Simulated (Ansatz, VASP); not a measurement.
# InGaAs2 (random alloy of the zinc-blende GaAs-InAs line, x = 0.5) in two plane-wave programs

Wanted: the spread between two codes on one cell, functional and k mesh. Of the first pair: The structure shown is the start of the Ansatz relaxation below; VASP solves that cell, so the two are compared at the walk's first step.

Main program and level: Ansatz 0.2.0; plane waves, with VASP 6.6.1 beside it; PBE.

## (1) Set-up

The cell holds 64 atoms: 16 Ga, 32 As and 16 In. Cell: a = 11.940 Å, b = 11.940 Å, c = 11.940 Å, α = 90.0°, β = 90.0°, γ = 90.0°. It derives from GaAs (zinc-blende GaAs-InAs), repeated 2×2×2. Zinc-blende GaAs-InAs: 64 atoms, 16 of 32 Ga sites given to In at random, cell and internal coordinates interpolated linearly between the end members (Vegard's rule); (so at first; earlier steps may have moved the atoms), displaced by a Gaussian of 0.02 A. Lattice constants are starting values near those of PBE.

## (2) Ansatz: relaxation, PBE

Ansatz runs on its default PAW (the set named soft_2) files.

The two programs are compared at the cell with which this relaxation starts, whose forces are those of its first step.

input.yaml

```yaml
crystal:
  lattice:
    - [11.94, 0.0, 0.0]
    - [0.0, 11.94, 0.0]
    - [0.0, 0.0, 11.94]
  atoms:
    - { symbol: Ga, position: [0.9993, 0.99991, 0.99642] }
    - { symbol: As, position: [0.12775, 0.122, 0.12359] }
    - { symbol: Ga, position: [0.00084, 0.24791, 0.24823] }
    - { symbol: As, position: [0.12348, 0.37592, 0.37884] }
    - { symbol: In, position: [0.25007, 0.99813, 0.2509] }
    - { symbol: As, position: [0.374, 0.12497, 0.37697] }
    - { symbol: In, position: [0.24875, 0.25002, 0.99853] }
    - { symbol: As, position: [0.37474, 0.37543, 0.12334] }
    - { symbol: In, position: [0.99943, 0.9996, 0.49893] }
    - { symbol: As, position: [0.12301, 0.12262, 0.62474] }
    - { symbol: In, position: [0.99955, 0.25374, 0.74592] }
    - { symbol: As, position: [0.12519, 0.37562, 0.87728] }
    - { symbol: Ga, position: [0.25084, 0.99859, 0.75] }
    - { symbol: As, position: [0.37591, 0.12447, 0.87629] }
    - { symbol: In, position: [0.24687, 0.2529, 0.50246] }
    - { symbol: As, position: [0.37444, 0.37602, 0.62508] }
    - { symbol: Ga, position: [0.99861, 0.50015, 0.00168] }
    - { symbol: As, position: [0.12436, 0.62437, 0.12488] }
    - { symbol: In, position: [0.00073, 0.75214, 0.24894] }
    - { symbol: As, position: [0.12585, 0.87536, 0.37189] }
    - { symbol: In, position: [0.2493, 0.49978, 0.24993] }
    - { symbol: As, position: [0.37555, 0.62158, 0.37508] }
    - { symbol: In, position: [0.24886, 0.74759, 0.00088] }
    - { symbol: As, position: [0.37623, 0.87391, 0.12641] }
    - { symbol: Ga, position: [0.99936, 0.50011, 0.49816] }
    - { symbol: As, position: [0.12765, 0.62055, 0.62485] }
    - { symbol: In, position: [0.00116, 0.74659, 0.74968] }
    - { symbol: As, position: [0.12487, 0.87638, 0.87709] }
    - { symbol: Ga, position: [0.24932, 0.49768, 0.75229] }
    - { symbol: As, position: [0.37704, 0.62423, 0.87559] }
    - { symbol: Ga, position: [0.25064, 0.75095, 0.50034] }
    - { symbol: As, position: [0.37736, 0.87209, 0.62674] }
    - { symbol: Ga, position: [0.50064, 0.99964, 0.00197] }
    - { symbol: As, position: [0.62107, 0.12695, 0.12565] }
    - { symbol: Ga, position: [0.4981, 0.25073, 0.24949] }
    - { symbol: As, position: [0.62933, 0.37807, 0.37574] }
    - { symbol: In, position: [0.7488, 0.99902, 0.24946] }
    - { symbol: As, position: [0.87406, 0.12349, 0.37401] }
    - { symbol: In, position: [0.74954, 0.24913, 0.99883] }
    - { symbol: As, position: [0.87344, 0.37927, 0.12253] }
    - { symbol: Ga, position: [0.49829, 0.00072, 0.49946] }
    - { symbol: As, position: [0.62571, 0.12634, 0.62711] }
    - { symbol: Ga, position: [0.50126, 0.24834, 0.75186] }
    - { symbol: As, position: [0.62204, 0.37481, 0.87417] }
    - { symbol: Ga, position: [0.74822, 0.00099, 0.74969] }
    - { symbol: As, position: [0.87671, 0.12252, 0.87642] }
    - { symbol: Ga, position: [0.75083, 0.25021, 0.49762] }
    - { symbol: As, position: [0.87458, 0.37241, 0.62151] }
    - { symbol: Ga, position: [0.50549, 0.50163, 0.003] }
    - { symbol: As, position: [0.62428, 0.62617, 0.12617] }
    - { symbol: In, position: [0.50101, 0.75001, 0.24962] }
    - { symbol: As, position: [0.62153, 0.87602, 0.37571] }
    - { symbol: In, position: [0.75187, 0.49954, 0.25292] }
    - { symbol: As, position: [0.87425, 0.6229, 0.37657] }
    - { symbol: In, position: [0.74922, 0.7479, 0.00021] }
    - { symbol: As, position: [0.87627, 0.8754, 0.12583] }
    - { symbol: Ga, position: [0.50688, 0.50138, 0.50257] }
    - { symbol: As, position: [0.62167, 0.62561, 0.6263] }
    - { symbol: In, position: [0.49939, 0.74853, 0.75066] }
    - { symbol: As, position: [0.62447, 0.87401, 0.87693] }
    - { symbol: In, position: [0.75224, 0.50051, 0.74924] }
    - { symbol: As, position: [0.87586, 0.62639, 0.87606] }
    - { symbol: Ga, position: [0.74757, 0.74943, 0.5006] }
    - { symbol: As, position: [0.87604, 0.87661, 0.62627] }
kpoints:
  mp_grid: { grid: [1, 1, 1] }
hamiltonian:
  xc: pbe
scf:
  occupations: { method: fermi_dirac, width: 0.05 }
output:
  forces: true
relax:
  f_tol: 0.05
  max_steps: 150
  cell: {}
```

Launch:

```bash
$ ansatz run input.yaml --threads 4 --pin off --max-ram 8192MiB --backend cpu --events-out ev --progress --plain --runs-dir out
```

Numbers of over 12 decimals in the logs are rounded to 6 here.

Output:

```text
Engine: ansatz 0.2.0, aarch64-unknown-linux-gnu
Pseudopotentials: kind: paw
Pseudopotential: Ga, paw, valence charge 13, recommended cutoff 420 eV (normal), Ga.paw.azcp
Pseudopotential: As, paw, valence charge 15, recommended cutoff 420 eV (normal), As.paw.azcp
Pseudopotential: In, paw, valence charge 13, recommended cutoff 420 eV (normal), In.paw.azcp
Functional definition: PBE
  parameter kappa = 0.804
  parameter beta = 0.066725
  exchange = pbe_x(kappa = kappa, mu = beta*pi^2/3)
  correlation = pbe_c(beta = beta)
Crystal: 64 atoms, lattice volume = 1702.209 Å³
Basis set: ecut = 420 eV, 33371 PW (Γ), exchange–correlation on 160×160×160 points (8 copies of the dense FFT grid, shifted against one another)
Bands: 538, of which v1, the nominal top of the filled ones, is band 448 counted from 1 (447 counted from 0)
Symmetry: 1 space group operations
Space group: P1 (ITA 1), of the structure as read, at distance tolerance 1.2e-4 Å
k-points: 1
Non-local potential: Ga, projectors of the file, l = 0: 2, l = 1: 2, l = 2: 3, l = 3: 1
Non-local potential: As, projectors of the file, l = 0: 2, l = 1: 2, l = 2: 3, l = 3: 1
Non-local potential: In, projectors of the file, l = 0: 2, l = 1: 2, l = 2: 2, l = 3: 2
PAW form: soft (Blöchl's): semilocal exchange-correlation on the pseudo side does not see the compensation charge
PAW one-centre angular grid: Ga, 590 points (default); XC on 64 Gauss nodes
PAW one-centre angular grid: As, 590 points (default); XC on 64 Gauss nodes
PAW one-centre angular grid: In, 590 points (default); XC on 64 Gauss nodes
Initial density: superposition of atomic densities (neutral atoms: chi_scale 0, normalization atom), corrected by the library's trained network
Initial wavefunctions: pseudopotential atomic-orbital guess
Functional: x = pbe(κ = 0.804, μ = 0.219515), c = pbe(β = 0.066725)
SCF iter   1: F=—  HF=-305500.569179 eV  |F-HF|=—  |Δ(HF+E_count)|=         —  Δρ=9.70e-4  dr2=3.04e-2  ethr=1.77e-3  ⟨swp⟩=6.0  Hψ=2009  notcnv=0
preconditioner: auto → LDOS  [insulator: Δε(μ)=0.492 eV  Ē_g=13.988 eV  σ=0.050 eV  W_gap=0.60  n_scr=436 (ndim 8)  ℏωp=21.6 eV  f_vac=0.113  D(μ)=26.35/eV (n_scr^D=146)  ε∞_Penn≈3.4  β→1.0]
SCF iter   2: F=—  HF=-305500.547468 eV  |F-HF|=—  |Δ(HF+E_count)|=   2.17e-2  Δρ=6.26e-4  dr2=7.40e-3  ethr=3.39e-6  ⟨swp⟩=2.0  Hψ=1068  notcnv=0  defer=68
SCF iter   3: F=—  HF=-305500.544447 eV  |F-HF|=—  |Δ(HF+E_count)|=   3.02e-3  Δρ=2.39e-4  dr2=1.18e-3  ethr=8.25e-7  ⟨swp⟩=2.0  Hψ=909  notcnv=0  defer=68
SCF iter   4: F=—  HF=-305500.543715 eV  |F-HF|=—  |Δ(HF+E_count)|=   7.32e-4  Δρ=5.39e-5  dr2=1.58e-4  ethr=1.32e-7  ⟨swp⟩=2.0  Hψ=748  notcnv=0  defer=68
SCF iter   5: F=—  HF=-305500.543715 eV  |F-HF|=—  |Δ(HF+E_count)|=   2.91e-7  Δρ=2.75e-5  dr2=4.17e-5  ethr=1.76e-8  ⟨swp⟩=2.0  Hψ=908  notcnv=0  defer=68
SCF iter   6: F=—  HF=-305500.543506 eV  |F-HF|=—  |Δ(HF+E_count)|=   2.09e-4  Δρ=1.15e-5  dr2=7.22e-6  ethr=4.65e-9  ⟨swp⟩=2.0  Hψ=905  notcnv=0  defer=68
SCF iter   7: F=—  HF=-305500.543506 eV  |F-HF|=—  |Δ(HF+E_count)|=   7.05e-7  Δρ=4.62e-6  dr2=9.91e-7  ethr=8.05e-10  ⟨swp⟩=2.0  Hψ=904  notcnv=0  defer=68
SCF iter   8: F=-305500.543505 eV  HF=-305500.543505 eV  |F-HF|=8.38e-8  |Δ(HF+E_count)|=   2.77e-7  Δρ=1.47e-6  dr2=7.17e-8  ethr=1.12e-11  ⟨swp⟩=3.0  Hψ=1900  notcnv=0
SCF 1 converged in 8 iterations: F = -305500.543505 eV  dr2 = 7.17e-8
  greatest PAW one-centre occupation: 0.999 electrons in one spin orbital (limit 2), on the As atom at site 15 (counted from 0), in its partial waves of l = 2
relax step   1: F+E_penalty+E_count = -305500.54350540 eV  Δ(F+E_penalty+E_count) = +0.000e0 eV  max|allowed force component| = 1.457e0 eV/Å  Δτ_max = 0.0000 Å  P = +1.725 GPa  Ω = 1702.209 Å³  (8 SCF iters, dr2 threshold 1.00e-7 eV, accepted)
Crystal: 64 atoms, lattice volume = 1759.008 Å³
Basis set: ecut = 420 eV, 34457 PW (Γ), exchange–correlation on 160×160×160 points (8 copies of the dense FFT grid, shifted against one another)
Initial density: handed on by an earlier stage of this run
Initial wavefunctions: those handed on with the density
iter 1 solved again at ethr=6.92e-5 eV; its pass at ethr=3.10e-3 eV (dr2=6.20e-1 eV) is discarded
SCF iter   1: F=—  HF=-305503.473854 eV  |F-HF|=—  |Δ(HF+E_count)|=         —  Δρ=7.43e-3  dr2=6.23e-1  ethr=6.92e-5  ⟨swp⟩=8.0  Hψ=2380  notcnv=0
preconditioner: auto → LDOS  [insulator: Δε(μ)=0.570 eV  Ē_g=13.828 eV  σ=0.050 eV  W_gap=0.62  n_scr=436 (ndim 8)  ℏωp=21.2 eV  f_vac=0.124  D(μ)=26.51/eV (n_scr^D=146)  ε∞_Penn≈3.4  β→1.0]
SCF iter   2: F=—  HF=-305503.427730 eV  |F-HF|=—  |Δ(HF+E_count)|=   4.61e-2  Δρ=2.22e-3  dr2=9.52e-2  ethr=6.92e-5  ⟨swp⟩=7.0  Hψ=1138  notcnv=0
SCF iter   3: F=—  HF=-305503.408237 eV  |F-HF|=—  |Δ(HF+E_count)|=   1.95e-2  Δρ=8.55e-4  dr2=2.51e-2  ethr=1.06e-5  ⟨swp⟩=2.0  Hψ=1065  notcnv=0  defer=79
[...]
atom  12  As     0.00385038     0.00004449    -0.00084865
  atom  13  Ga    -0.00145008     0.00336838     0.00137291
  atom  14  As    -0.00057077     0.00021708     0.00007174
  atom  15  In    -0.00201140     0.00011985     0.00089560
  atom  16  As    -0.00054788     0.00191286    -0.00254375
  atom  17  Ga    -0.00179414    -0.00252595     0.00022016
  atom  18  As     0.00701675    -0.00049498    -0.00146891
  atom  19  In    -0.00155016     0.00004015     0.00340825
  atom  20  As     0.00115164    -0.00055324    -0.00366682
  atom  21  In    -0.00239864     0.00259879     0.00150474
  atom  22  As     0.00011639     0.00166177    -0.00249322
  atom  23  In    -0.00333405     0.00373193     0.00049816
  atom  24  As     0.00149430    -0.00373685    -0.00327369
  atom  25  Ga    -0.00042627    -0.00076131     0.00285069
  atom  26  As    -0.00004219     0.00098396    -0.00204891
  atom  27  In    -0.00237099     0.00261176     0.00340157
  atom  28  As     0.00050574    -0.00058685    -0.00148926
  atom  29  Ga    -0.00346953     0.00038589    -0.00234894
  atom  30  As     0.00407274    -0.00238577    -0.00027762
  atom  31  Ga    -0.00059803     0.00120122     0.00277874
  atom  32  As     0.00151000    -0.00488935     0.00168957
  atom  33  Ga    -0.00252443     0.00456072    -0.00284376
  atom  34  As     0.00345174    -0.00254459    -0.00283189
  atom  35  Ga     0.00327667     0.00066179     0.00632734
[...]
atom  57  Ga    -0.00320504    -0.00236820     0.00203544
  atom  58  As     0.00522565    -0.00086939    -0.00089111
  atom  59  In     0.00070226     0.00047485     0.00126229
  atom  60  As     0.00153116    -0.00309174     0.00256962
  atom  61  In    -0.00250968     0.00237027     0.00072364
  atom  62  As     0.00183870     0.00031938     0.00029233
  atom  63  Ga    -0.00333209     0.00158894     0.00340860
  atom  64  As     0.00260383    -0.00006940    -0.00232690
  max |Σ_I F_I| component: 7.76e-7 eV/Å
--- Stress (GPa, compression-positive) ---
        0.004093      -0.001462      -0.000921
       -0.001462      -0.000288       0.002030
       -0.000921       0.002030      -0.000570
  P = ⅓ Tr σ = 0.0011 GPa (0.011 kbar)
--- Relaxed structure (4 steps of the walk, 4 accepted, 1 SCFs on fresh bases) ---
  F+E_penalty+E_count = -305503.54496539 eV   max|allowed force component| = 7.017e-3 eV/Å   (the final SCF, on the basis selected at the relaxed cell)
  cell:  # Å, volume = 1730.2419 Å³
    - [12.015628, -0.0012587, 0.00444012]
    - [-0.0012587, 12.002377, -0.00375672]
    - [0.00444012, -0.00375672, 11.997567]
  atoms:
    - { symbol: Ga, position: [1.000042, 1.003015, 0.998049] }
    - { symbol: As, position: [0.113075, 0.126690, 0.126344] }
    - { symbol: Ga, position: [-0.00245905, 0.251976, 0.249919] }
    - { symbol: As, position: [0.113226, 0.373098, 0.376054] }
    - { symbol: In, position: [0.251826, 1.001841, 0.250001] }
    - { symbol: As, position: [0.388038, 0.125390, 0.376327] }
    - { symbol: In, position: [0.251418, 0.249329, 0.998815] }
    - { symbol: As, position: [0.386275, 0.372320, 0.128214] }
    - { symbol: In, position: [0.997454, 0.998927, 0.501830] }
    - { symbol: As, position: [0.132938, 0.119256, 0.631404] }
    - { symbol: In, position: [0.999496, 0.250173, 0.750036] }
    - { symbol: As, position: [0.127079, 0.385773, 0.872921] }
    - { symbol: Ga, position: [0.254286, 1.000029, 0.749726] }
    - { symbol: As, position: [0.380344, 0.120830, 0.866676] }
    - { symbol: In, position: [0.253900, 0.252238, 0.501497] }
    - { symbol: As, position: [0.381876, 0.379870, 0.632476] }
    - { symbol: Ga, position: [1.002773, 0.497469, -0.000661809] }
    - { symbol: As, position: [0.120882, 0.619260, 0.119528] }
    - { symbol: In, position: [-0.000434324, 0.748316, 0.252599] }
    - { symbol: As, position: [0.133579, 0.867193, 0.382533] }
    - { symbol: In, position: [0.250209, 0.497505, 0.252776] }
    - { symbol: As, position: [0.375005, 0.623234, 0.388371] }
    - { symbol: In, position: [0.250376, 0.750506, -0.00442362] }
    - { symbol: As, position: [0.382504, 0.880883, 0.117106] }
    - { symbol: Ga, position: [0.999595, 0.499954, 0.500444] }
    - { symbol: As, position: [0.132123, 0.617520, 0.620327] }
    - { symbol: In, position: [0.00261707, 0.749576, 0.748340] }
    - { symbol: As, position: [0.126335, 0.888551, 0.873164] }
    - { symbol: Ga, position: [0.252552, 0.499753, 0.748326] }
    - { symbol: As, position: [0.375817, 0.613036, 0.873839] }
    - { symbol: Ga, position: [0.252409, 0.746904, 0.504926] }
    - { symbol: As, position: [0.368842, 0.881384, 0.619370] }
    - { symbol: Ga, position: [0.499552, 1.004486, -0.00471252] }
    - { symbol: As, position: [0.612059, 0.125517, 0.125702] }
    - { symbol: Ga, position: [0.501611, 0.249652, 0.252866] }
    - { symbol: As, position: [0.618064, 0.368418, 0.381918] }
    - { symbol: In, position: [0.748016, 1.003296, 0.252051] }
    - { symbol: As, position: [0.873970, 0.138223, 0.375837] }
    - { symbol: In, position: [0.748492, 0.248201, 0.999962] }
    - { symbol: As, position: [0.885627, 0.374632, 0.123811] }
    - { symbol: Ga, position: [0.502544, 0.00224892, 0.504522] }
    - { symbol: As, position: [0.626029, 0.127176, 0.625901] }
    - { symbol: Ga, position: [0.500369, 0.248124, 0.747869] }
    - { symbol: As, position: [0.613771, 0.372185, 0.873400] }
    - { symbol: Ga, position: [0.745493, 0.00214222, 0.748310] }
    - { symbol: As, position: [0.872881, 0.113777, 0.872965] }
    - { symbol: Ga, position: [0.746133, 0.250210, 0.499932] }
    - { symbol: As, position: [0.874237, 0.372856, 0.612804] }
    - { symbol: Ga, position: [0.498059, 0.494688, -0.00135385] }
    - { symbol: As, position: [0.619209, 0.617160, 0.118794] }
    - { symbol: In, position: [0.500380, 0.749379, 0.253217] }
    - { symbol: As, position: [0.625780, 0.875475, 0.388212] }
    - { symbol: In, position: [0.749843, 0.496802, 0.253815] }
    - { symbol: As, position: [0.872804, 0.626517, 0.388929] }
    - { symbol: In, position: [0.749709, 0.751381, -0.00166545] }
    - { symbol: As, position: [0.881118, 0.881955, 0.120856] }
    - { symbol: Ga, position: [0.499695, 0.497554, 0.502556] }
    - { symbol: As, position: [0.623806, 0.624870, 0.614367] }
    - { symbol: In, position: [0.497594, 0.751958, 0.747389] }
    - { symbol: As, position: [0.623881, 0.886958, 0.873631] }
    - { symbol: In, position: [0.748237, 0.497219, 0.747030] }
    - { symbol: As, position: [0.881020, 0.617007, 0.879649] }
    - { symbol: Ga, position: [0.747235, 0.750317, 0.503049] }
    - { symbol: As, position: [0.860508, 0.873807, 0.627666] }
```

(Continued in part 2 of 2.)

[Lines on the potential files, build, host, timing and source positions are cut from VASP's logs without a mark.]

[Logs are printed without paths, hosts, clocks, repeated set-up lines and the standing remarks that a program may print on its own settings, such as how far it seeks lower states.]

[Hosts, paths, dates, database ids (printed as entryN), source tags and the programs' standing remarks are cut or masked in the printed files.]
